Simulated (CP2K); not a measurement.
TaN:

```xyz
4
Lattice="3.3991 0.0000 0.0000 0.0000 3.3991 0.0000 0.0000 0.0000 4.9770" Properties=species:S:1:pos:R:3 pbc="T T T"
Ta    0.0000    0.0000    0.0000
Ta    1.6996    1.6996    0.0000
N     1.6996    0.0000    1.3288
N     0.0000    1.6996    3.6481
```

The cell was built by a generator and needn't be a form met in nature.

Base run:

| Quantity | Value |
| --- | --- |
| Program | CP2K 2026.2 |
| Functional | BLYP |
| Potentials or basis | GTH_POTENTIALS Ta GTH-PBE-q13, N GTH-BLYP-q5; TZVP-MOLOPT-PBE-GTH basis |
| Density cutoff | 6123 eV |
| k mesh | 8 × 8 × 6 |
| Occupations | fermi-dirac, width 0.05 eV |
| Spin | no spin polarisation |

Its results: band gap on the k mesh none (metal or under the smearing width); pressure 40.3 GPa; largest force 2.544 eV/Å.

Task: The run is repeated on the same cell with these changes: dispersion from none to D3(BJ). What comes out?

Result: Band gap on the k mesh none (metal or under the smearing width); pressure 30.2 GPa; largest force 2.501 eV/Å.

Dispersion adds attraction, which lowers the pressure at fixed volume and, as a term added to the energy, leaves the levels alone.

Caveats: the potentials were made for another functional, which shifts forces and pressure; a pressure of tens of GPa on the cell as given is suspect, and the run, the potentials or the cell itself is likely at fault; the basis of atomic orbitals isn't converged, which shifts pressures, moduli and gaps; pairwise dispersion overbinds metals, which lowers pressure and volume (some runs).
